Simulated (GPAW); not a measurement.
Ti3Al in GPAW: the effect of strain shear xy

Crystal: Ti3Al.

```
Ti Al
1.0
     2.92754   -0.05855    0.00000
    -1.51448    2.56460    0.00000
     0.00000    0.00000    9.22636
Ti Al
3 1
Cartesian
  -0.0338 1.6902 2.3011
  -0.0338 1.6902 6.9253
  1.4469 0.8158 0.0000
  1.4469 0.8158 4.6132
```

The cell comes from a database or a generator and needn't be the stable form of this composition.

Alike in all runs:

| Item | Value |
| --- | --- |
| Program | GPAW 26.7.0 |
| Task | single point |
| Functional | PBEsol |
| Potentials or basis | PAW data sets generated in the run's folder for this functional |
| Cutoff | 600 eV |
| Basis | pw |
| k mesh | 9 × 9 × 3 |
| Occupations | fermi-dirac, width 0.05 eV |
| Spin | no spin polarisation |
| Maxiter | 150 |

One run gave: largest force 0.07 eV/Å. Which strain shear xy did it use?
A. -0.04
B. 0
C. 0.02
D. 0.01
E. -0.02

B.

```tsv
strain shear xy	largest force (eV/Å)
-0.04	0.14
-0.02	0.09
-0.01	0.08
0	0.07
0.01	0.08
0.02	0.09
0.04	0.14
```

Caveats: the density grid can change from cell to cell, which puts small steps into energies and stress.
